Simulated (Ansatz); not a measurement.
# SnO: the cost of one run

Computed with Ansatz 0.2.0 (DFT PBE, scalar-relativistic, plane waves, PAW, unless a step's input says otherwise).

## 1. The system as given

Symmetry: P4/nmm, No. 129, tetragonal system. Conventional cell: a = 3.802 Å, b = 3.802 Å, c = 4.836 Å, α = 90.00°, β = 90.00°, γ = 90.00°. Sn (site symmetry 4mm) is surrounded by 4 O at 2.22 Å. Around O (site symmetry -4m2) lie 4 Sn at 2.22 Å.

As a file:

```
CELL_PARAMETERS angstrom
3.80200 0.00000 0.00000
0.00000 3.80200 0.00000
0.00000 0.00000 4.83600
ATOMIC_POSITIONS crystal
Sn 0.00000 0.50000 0.23850
Sn 0.50000 0.00000 0.76150
O 0.00000 0.00000 0.00000
O 0.50000 0.50000 0.00000
```

The structure comes from the Crystallography Open Database.

(A quick probe on a coarse mesh, which set the mesh and smearing, is not shown.)

## 3. The relaxation

The input, input.yaml:

```yaml
crystal:
  lattice:
    - [3.802, 0.0, 0.0]
    - [0.0, 3.802, 0.0]
    - [0.0, 0.0, 4.836]
  atoms:
    - { symbol: Sn, position: [0.0, 0.5, 0.2385] }
    - { symbol: Sn, position: [0.5, 0.0, 0.7615] }
    - { symbol: O, position: [0.0, 0.0, 0.0] }
    - { symbol: O, position: [0.5, 0.5, 0.0] }
basis:
  ecutwfc: 420
kpoints:
  mp_grid: { grid: [12, 12, 10] }
hamiltonian:
  xc: pbe
scf:
  occupations: { method: gaussian, width: 0.1 }
output:
  forces: true
  stress: true
  eigenvalues: true
  write_density: true
  write_potential: true
  elf: true
  volumetric_format: npy
relax:
  adjacent_minimum: "off"
  f_tol: 0.005
  max_steps: 80
  cell: { stress_tol: 0.05 }
```

Command:

```sh
$ ansatz run input.yaml --threads 1 --pin off --max-ram 2560MiB --backend cpu --events-out ev --progress --plain --runs-dir out
```

**Question.** How long does this run take on 1 thread of Oxide Virtual Turin-like (Zen 5), shared host, and how much memory does it need?

About 3.4 min, with a peak of 0.58 GiB.
